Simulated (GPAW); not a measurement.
# InP (Fm-3m) in GPAW: a series of runs

The runs below take InP through single point, with PBE, PBEsol.

All numbers are computed with GPAW 26.7.0; they aren't measurements. Logs are shortened: lines on timing, memory, paths and dates and some standing lists are left out, and cuts for length are marked. The log counts tension as positive stress, the text compression.

## (1) The structure

It takes space group Fm-3m (No. 225, cubic). Conventional cell: a = 5.538 Å, b = 5.538 Å, c = 5.538 Å, α = 90.00°, β = 90.00°, γ = 90.00°. In (site symmetry m-3m) has 6 P at 2.77 Å as nearest neighbours. P (site symmetry m-3m) is surrounded by 6 In at 2.77 Å.

Measurements of this composition are mostly on another form, of space group No. 216.

## (2) Single point, PBE

File run.py:

```python
from ase.dft.bandgap import bandgap
from ase.io import read, write
from ase.units import GPa
from gpaw import GPAW, PW

atoms = read('POSCAR')

calc = GPAW(mode=PW(600),
            xc='PBE',
            kpts={'size': (8, 8, 8), 'gamma': True},
            occupations={'name': 'methfessel-paxton', 'order': 0, 'width': 0.1},
            nbands=18,
            convergence={'density': 1e-05, 'energy': 1e-05},
            maxiter=150,
            txt='gpaw.txt')
atoms.calc = calc
energy = atoms.get_potential_energy()
forces = atoms.get_forces()
stress = atoms.get_stress()
calc.write('gs.gpw')
write('result.traj', atoms)
print(f'Energy: {energy:.6f} eV')
print('Forces (eV/A):')
print(forces.round(4))
print('Stress (GPa):', (stress / GPa).round(3))
print('Fermi level:', round(calc.get_fermi_level(), 4), 'eV')
print(f'Gap: {bandgap(calc)[0]:.4f} eV, direct: {bandgap(calc, direct=True)[0]:.4f} eV')
```

File POSCAR:

```
InP
1.0
    0.0000000000      2.7688340000      2.7688340000
    2.7688340000      0.0000000000      2.7688340000
    2.7688340000      2.7688340000      0.0000000000
In P
1 1
Direct
    0.0000000000      0.0000000000      0.0000000000
    0.5000000000      0.5000000000      0.5000000000
```

Potentials or basis: GPAW PAW data sets (gpaw-data 1.2.1), pw.

The run is started by

```
> OMP_NUM_THREADS=1 python run.py
```

gpaw.txt:

```text
__  _  _
 | _ |_)|_||  |
 |__||  | ||/\| - 26.7.0

Input parameters:
  mode=PW(ecut=600.0),
  convergence={'density': 1e-05, 'energy': 1e-05},
  kpts=MonkhorstPack(size=(8, 8, 8), gamma=True),
  maxiter=150,
  nbands=18,
  occupations=Occupations(name='methfessel-paxton', order=0, width=0.1),
  xc=XC(name='PBE')

Diagonalizing LCAO Hamiltonian
Converting LCAO to pw mode

                P

       In

Atoms  # Å, Bohr magnetons
|   | symbol |        x |        y |        z |    initial magnetic moments |
|---|--------|----------|----------|----------|-----------------------------|
| 0 |     In | 0.000000 | 0.000000 | 0.000000 | ( 0.0000,  0.0000,  0.0000) |
| 1 |      P | 2.768834 | 2.768834 | 2.768834 | ( 0.0000,  0.0000,  0.0000) |

Unit cell  # Å
| periodic |        x |        y |        z |  lengths |    angles |
|----------|----------|----------|----------|----------|-----------|
|      yes | 0.000000 | 2.768834 | 2.768834 | 3.915723 | 60.000000 |
|      yes | 2.768834 | 0.000000 | 2.768834 | 3.915723 | 60.000000 |
|      yes | 2.768834 | 2.768834 | 0.000000 | 3.915723 | 60.000000 |

Number of symmetries: 48
Symmetry operations  # r_c * U_cc + t_c -> r_c
|    | kind |            matrix            |
|----|------|------------------------------|
|  0 |  σ   |  1, 0, 0,  1, 0,-1,  1,-1, 0 |
|  1 |  C2  |  1, 0, 0,  1,-1, 0,  1, 0,-1 |
|  2 |  E   |  1, 0, 0,  0, 1, 0,  0, 0, 1 |
|  3 |  σ   |  1, 0, 0,  0, 0, 1,  0, 1, 0 |
|  4 |  C4  |  1, 0,-1,  1, 0, 0,  1,-1, 0 |
|  5 |  S6  |  1, 0,-1,  1,-1, 0,  1, 0, 0 |
|  6 |  σ   |  1, 0,-1,  0, 1,-1,  0, 0,-1 |
|  7 |  C3  |  1, 0,-1,  0, 0,-1,  0, 1,-1 |
|  8 |  S6  |  1,-1, 0,  1, 0, 0,  1, 0,-1 |
|  9 |  C4  |  1,-1, 0,  1, 0,-1,  1, 0, 0 |
| 10 |  C3  |  1,-1, 0,  0,-1, 1,  0,-1, 0 |
| 11 |  σ   |  1,-1, 0,  0,-1, 0,  0,-1, 1 |
| 12 |  σ   |  0, 1, 0,  1, 0, 0,  0, 0, 1 |
| 13 |  C4  |  0, 1, 0,  0, 1,-1, -1, 1, 0 |
| 14 |  C3  |  0, 1, 0,  0, 0, 1,  1, 0, 0 |
| 15 |  S6  |  0, 1, 0, -1, 1, 0,  0, 1,-1 |
| 16 |  C2  |  0, 1,-1,  1, 0,-1,  0, 0,-1 |
| 17 |  σ   |  0, 1,-1,  0, 1, 0, -1, 1, 0 |
| 18 |  S4  |  0, 1,-1,  0, 0,-1,  1, 0,-1 |
| 19 |  C4  |  0, 1,-1, -1, 1, 0,  0, 1, 0 |
| 20 |  C3  |  0, 0, 1,  1, 0, 0,  0, 1, 0 |
| 21 |  σ   |  0, 0, 1,  0, 1, 0,  1, 0, 0 |
| 22 |  S6  |  0, 0, 1,  0,-1, 1, -1, 0, 1 |
| 23 |  C4  |  0, 0, 1, -1, 0, 1,  0,-1, 1 |
| 24 |  S4  |  0, 0,-1,  1, 0,-1,  0, 1,-1 |
| 25 |  C3  |  0, 0,-1,  0, 1,-1,  1, 0,-1 |
| 26 |  C2  |  0, 0,-1,  0,-1, 0, -1, 0, 0 |
| 27 |  S6  |  0, 0,-1, -1, 0, 0,  0,-1, 0 |
| 28 |  S4  |  0,-1, 1,  1,-1, 0,  0,-1, 0 |
| 29 |  C4  |  0,-1, 1,  0, 0, 1, -1, 0, 1 |
| 30 |  C2  |  0,-1, 1,  0,-1, 0,  1,-1, 0 |
| 31 |  σ   |  0,-1, 1, -1, 0, 1,  0, 0, 1 |
| 32 |  C3  |  0,-1, 0,  1,-1, 0,  0,-1, 1 |
| 33 |  S6  |  0,-1, 0,  0, 0,-1, -1, 0, 0 |
| 34 |  S4  |  0,-1, 0,  0,-1, 1,  1,-1, 0 |
| 35 |  C2  |  0,-1, 0, -1, 0, 0,  0, 0,-1 |
| 36 |  C2  | -1, 1, 0,  0, 1, 0,  0, 1,-1 |
| 37 |  S6  | -1, 1, 0,  0, 1,-1,  0, 1, 0 |
| 38 |  S4  | -1, 1, 0, -1, 0, 1, -1, 0, 0 |
| 39 |  C3  | -1, 1, 0, -1, 0, 0, -1, 0, 1 |
| 40 |  S6  | -1, 0, 1,  0, 0, 1,  0,-1, 1 |
| 41 |  C2  | -1, 0, 1,  0,-1, 1,  0, 0, 1 |
| 42 |  C3  | -1, 0, 1, -1, 1, 0, -1, 0, 0 |
| 43 |  S4  | -1, 0, 1, -1, 0, 0, -1, 1, 0 |
| 44 |  C2  | -1, 0, 0,  0, 0,-1,  0,-1, 0 |
| 45 |  i   | -1, 0, 0,  0,-1, 0,  0, 0,-1 |
| 46 |  σ   | -1, 0, 0, -1, 1, 0, -1, 0, 1 |
| 47 |  C2  | -1, 0, 0, -1, 0, 1, -1, 1, 0 |

BZ-sampling:
  Number of BZ points: 512
  Number of IBZ points: 29

  Monkhorst-Pack size: [8, 8, 8]
  Monkhorst-Pack shift: [0.0625, 0.0625, 0.0625]

K-points  # in reciprocal-cell coordinates
|     |                                coordinates |     weight |
|-----|--------------------------------------------|------------|
|   0 | (  0.00000000,   0.00000000,   0.00000000) | 0.00195312 |
|   1 | (  0.12500000,   0.12500000,   0.00000000) | 0.01171875 |
|   2 | (  0.12500000,   0.12500000,   0.12500000) | 0.01562500 |
|   3 | (  0.25000000,   0.12500000,   0.12500000) | 0.02343750 |
|   4 | (  0.25000000,   0.25000000,   0.00000000) | 0.01171875 |
|   5 | (  0.25000000,   0.25000000,   0.12500000) | 0.04687500 |
|   6 | (  0.25000000,   0.25000000,   0.25000000) | 0.01562500 |
|   7 | (  0.37500000,   0.25000000,  -0.37500000) | 0.04687500 |
|   8 | (  0.37500000,   0.25000000,   0.12500000) | 0.04687500 |
|   9 | (  0.37500000,   0.25000000,   0.25000000) | 0.04687500 |
| ... |                                            |            |
|  28 | (  0.50000000,   0.50000000,   0.50000000) | 0.00781250 |

Plane wave coefficients: 1428
Cutoff: 600.0 eV

Spin-components: 1 (collinear spins)
Bands:           18
Projectors:      11
Spin-degeneracy: 2
Datatype:        complex128

Parallelization:
  kpt:    1
  domain: 1
  band:   1

Density:
  Valence electrons: 18.0
  Components: 1
  Grid points: [24 24 24]
  Charge: 0.0  # |e|

Potential:
  Grid points: [24 24 24]

species:
  In:
    name:    Indium
    Z:       49.0
    valence: 13
    core:    36
    charge:  0.0  # [|e|]
    compensation charges:
      type: gauss
      rc: 0.36  # [Å]
      lmax: 2
    cutoffs:
      filter: 2.09  # [Å]
      core: 2.48  # [Å]
    projectors
    | kind |    occ | energy [eV] | rcut [Å] |
    |------|--------|-------------|----------|
    |   5s |  2.000 |      -8.203 |    1.185 |
    |   5p |  1.000 |      -2.521 |    1.244 |
    |   4d | 10.000 |     -18.629 |    1.148 |
    |    s |        |      19.008 |    1.185 |
    |    p |        |      24.691 |    1.244 |
    |    d |        |       8.583 |    1.148 |

    Using partial waves for In as LCAO basis

  P:
    name:    Phosphorus
    Z:       15.0
    valence: 5
    core:    10
    charge:  0.0  # [|e|]
    compensation charges:
      type: gauss
      rc: 0.30  # [Å]
      lmax: 2
    cutoffs:
      filter: 1.69  # [Å]
      core: 1.81  # [Å]
    projectors
    | kind |    occ | energy [eV] | rcut [Å] |
    |------|--------|-------------|----------|
    |   3s |  2.000 |     -13.968 |    0.953 |
    |   3p |  3.000 |      -5.506 |    0.953 |
    |    s |        |      13.244 |    0.953 |
    |    p |        |      21.705 |    0.953 |
    |    d |        |       0.000 |    0.953 |

    Using partial waves for P as LCAO basis

Reference energy: -169278.333319  # eV

eigensolver:
  PPCG
  Converge bands: occupied
  niter=2

density mixing:
  MSR1-Mixer
  Pratt-step length: 0.05
  Maximum mixing coefficient: 0.75
  Old densities: 10
  SVD Regularization: 0.005
  Good broyden scale: 1.0
  Trust region scale: 1.0
  Backstep threshold: 4.0
  History deletion threshold: 6.0
  Fourier metric: weight=20.0, sigma=0.015

occupation numbers:
  Methfessel-Paxton:
    width: 0.1000  # eV
    order: 0

poisson solver:
  ecut: 4800.0  # eV

xc functional:
  name: PBE with 2 nearest neighbor stencil

convergence criteria:
- Maximum integral of absolute [dens]ity change: 1e-05 electrons / valence electron
- Maximum [total energy] change in last 3 cyles: 1e-05 eV / valence electron
- Maximum integral of absolute [eigenst]ate change: 4e-08 eV^2 / valence electron
maximum number of iterations: 150

SCF iterations
|iter     | |      energy | eigst |  dens |
|---------|-|-------------|-------|-------|
|iter:   1| |   -8.424682 | -0.33 |       |
|iter:   2| |   -8.358490 | -2.49 | -1.19 |
|iter:   3| |   -8.124670 | -1.79 | -1.23 |
|iter:   4| |   -8.125742 | -3.54 | -1.87 |
|iter:   5| |   -8.125825 | -3.99 | -2.26 |
|iter:   6| |   -8.125883c| -5.82 | -3.09 |
|iter:   7| |   -8.125869c| -6.53 | -3.66 |
|iter:   8| |   -8.125875c| -7.53c| -4.16 |
|iter:   9| |   -8.125874c| -8.53c| -5.14c|

Converged in 9 steps
Energy contributions relative to reference atoms: (reference = -169278.333319)

Energy contributions:
  Kinetic:          18.374226
  Coulomb:         -16.550575
  Zero:              0.101587
  External:          0.000000
  Xc:              -10.047121
  Entropy:          -0.007986
  Spinorbit:         0.000000
  ----------------------------
  Free energy:      -8.129867
  Extrapolated:     -8.125874

dipole moment: (-18.539920, -18.539920, -18.539920)  # |e|*Ang

Fermi level: 6.825
Eigenvalues  # (at kpt = [0.000, 0.000, 0.000])
| band index |      eig [eV] | occ [0-2] |
|------------|---------------|-----------|
|          0 |        -7.432 |     2.000 |
|          1 |        -7.432 |     2.000 |
|          2 |        -7.411 |     2.000 |
|          3 |        -7.411 |     2.000 |
|          4 |        -7.411 |     2.000 |
|          5 |        -5.284 |     2.000 |
[... 10 lines left out ...]
|         16 |        16.554 |     0.000 |
|         17 |        16.590 |     0.000 |

No gap
No difference between direct/indirect transitions

Forces  # eV/Ang
|        x |       y |       z |
|----------|---------|---------|
| -0.00000 | 0.00000 | 0.00000 |  # In   0
|  0.00000 | 0.00000 | 0.00000 |  # P    1

Stress tensor  # eV/Ang^3
|         x |        y |         z |
|-----------|----------|-----------|
|  0.002243 | 0.000000 | -0.000000 |
|  0.000000 | 0.002243 |  0.000000 |
| -0.000000 | 0.000000 |  0.002243 |

# Writing to gs.gpw (mode='')
```

Run time: 16 s. Hardware: 1 thread of Arm Neoverse V1, shared host; peak memory 0.16 GiB.

What came out:

* Free energy: -8.1299 eV
* Pressure: -0.4 GPa
* Band gap on the k mesh: none (metal or under the smearing width)

Levels at points of the mesh, in eV from the Fermi level:
```tsv
k point	band 5	band 6	band 7	band 8	band 9	band 10	band 11	band 12	band 13	band 14
(0.00, 0.00, 0.00)	-14.24	-12.11	-0.38	-0.38	-0.38	0.43	6.99	6.99	6.99	8.34
(0.50, 0.50, 0.00)	-14.12	-8.91	-5.06	-2.61	-2.44	-2.44	3.75	9.75	9.75	10.07
(0.50, 0.50, 0.50)	-14.15	-10.03	-6.74	0.06	0.06	2.38	3.27	3.27	5.10	11.01
```

## (3) Single point, PBE

run.py: that of step 2 with these lines changed.

```diff
@@ -10,3 +10,3 @@
             kpts={'size': (8, 8, 8), 'gamma': True},
-            occupations={'name': 'methfessel-paxton', 'order': 0, 'width': 0.1},
+            occupations={'name': 'methfessel-paxton', 'order': 0, 'width': 0.05},
             nbands=18,
```

POSCAR is that of step 2.

Potentials or basis: GPAW PAW data sets (gpaw-data 1.2.1), pw.

The run is started by

```
> OMP_NUM_THREADS=1 python run.py
```

Wall time 17 s (1 thread of Arm Neoverse V1, shared host); peak memory 0.16 GiB.

Results (log left out):

* Free energy: -8.1269 eV
* Pressure: -0.4 GPa
* Band gap on the k mesh: none (metal or under the smearing width)

Levels at points of the mesh, in eV from the Fermi level:
| k point | band 7 | band 8 | band 9 | band 10 | band 11 | band 12 |
| --- | --- | --- | --- | --- | --- | --- |
| (0.00, 0.00, 0.00) | -0.39 | -0.39 | -0.39 | 0.42 | 6.98 | 6.98 |
| (0.50, 0.50, 0.00) | -5.06 | -2.61 | -2.44 | -2.44 | 3.74 | 9.75 |
| (0.50, 0.50, 0.50) | -6.74 | 0.06 | 0.06 | 2.37 | 3.27 | 3.27 |

## (4) Single point, PBEsol

run.py: that of step 3 with these lines changed.

```diff
@@ -3,10 +3,12 @@
 from ase.units import GPa
-from gpaw import GPAW, PW
+from gpaw import GPAW, PW, setup_paths
 
-atoms = read('POSCAR')
+setup_paths.insert(0, '.')
+
+atoms = read('InP.xyz')
 
 calc = GPAW(mode=PW(600),
-            xc='PBE',
+            xc='PBEsol',
             kpts={'size': (8, 8, 8), 'gamma': True},
-            occupations={'name': 'methfessel-paxton', 'order': 0, 'width': 0.05},
+            occupations={'name': 'methfessel-paxton', 'order': 0, 'width': 0.02},
             nbands=18,
```

File InP.xyz:

```xyz
2
Lattice="0.0000000000 2.7688340000 2.7688340000 2.7688340000 0.0000000000 2.7688340000 2.7688340000 2.7688340000 0.0000000000" Properties=species:S:1:pos:R:3 pbc="T T T"
In     0.0000000000      0.0000000000      0.0000000000
P      2.7688340000      2.7688340000      2.7688340000
```

Potentials or basis: PAW data sets generated in the run's folder for this functional, pw.

The run is started by

```
> gpaw-setup -f PBEsol In P
> OMP_NUM_THREADS=1 python run.py
```

Run time: 19 s. Hardware: 1 thread of Arm Neoverse V1, shared host; peak memory 0.16 GiB.

It converged, with:

```
Free energy            : -8.9819 eV
Pressure               : -3.7 GPa
Band gap on the k mesh : none (metal or under the smearing width)
```

Levels at points of the mesh, in eV from the Fermi level:
```tsv
k point	band 6	band 7	band 8	band 9	band 10	band 11	band 12	band 13
(0.00, 0.00, 0.00)	-12.11	-0.35	-0.35	-0.35	0.39	6.95	6.95	6.95
(0.50, 0.50, 0.00)	-8.87	-5.09	-2.65	-2.44	-2.44	3.67	9.71	9.71
(0.50, 0.50, 0.50)	-10.00	-6.77	0.10	0.10	2.30	3.22	3.22	5.08
```

## (5) Overview

```tsv
level	potentials or basis	smearing	gap on the mesh (eV)	pressure (GPa)
PBE	GPAW PAW data sets (gpaw-data 1.2.1), pw	gaussian 0.1 eV	none	-0.4
PBE	GPAW PAW data sets (gpaw-data 1.2.1), pw	gaussian 0.05 eV	none	-0.4
PBEsol	PAW data sets generated in the run's folder for this functional, pw	gaussian 0.02 eV	none	-3.7
```

Alike in all rows: task single point; no spin polarisation; cell as given; k mesh 8 × 8 × 8; cutoff (eV) 600.

Total energies depend on the potentials used, so only differences within one code and one set of settings carry meaning.
